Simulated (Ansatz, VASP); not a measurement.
**Two plane-wave programs on CoO**

```
Co O
1.0
     1.50547    0.86918    2.43993
    -1.50547    0.86918    2.43993
     0.00000   -1.73837    2.43993
Co O
1 1
Direct
  0.00000 0.00000 0.00000
  0.50000 0.50000 0.50000
```

The cell is a database's computed one.

Alike in both runs: task single point; functional PBE; k mesh 6 × 6 × 6; occupations gaussian, width 0.1 eV; collinear spin.

|  | VASP | Ansatz |
| --- | --- | --- |
| version | VASP 6.6.1 | Ansatz 0.2.0 |
| potentials or method | VASP PAW PBE potentials, release 64 (Co, O) | scalar-relativistic, plane waves, PAW |
| plane-wave cutoff (eV) | 520 | 420 |
| valence electrons in the cell | 15 | 23 |

VASP gave:

* gap on the k mesh at the Fermi level (eV): none
* pressure (GPa): -2.2
* largest component of the traceless stress (GPa): 0.31
* net moment per atom (μB): 1.37
* size of the moment on the site where the two differ most (μB): 2.44

Task: Which values does Ansatz return?

Result: gap on the k mesh at the Fermi level (eV): none; pressure (GPa): -1.6; largest component of the traceless stress (GPa): 0.36; net moment per atom (μB): 1.38; size of the moment on the site where the two differ most (μB): 2.38.

Site moments also hang on the region over which each program counts them. A gap of «none» marks a metal or a gap that the smearing closes. With one functional, cell and mesh, what is left measures potentials, basis and numerics. The two sets of potentials don't hold the same shells in valence.

Caveats: the k mesh is coarse (spacing up to 0.43 Å⁻¹), so the values aren't converged; a cell with one magnetic atom can't hold antiferromagnetic order, which such compounds often take; semilocal functionals often make such compounds metallic where correlation or magnetic order opens a gap, which also shifts bond lengths.
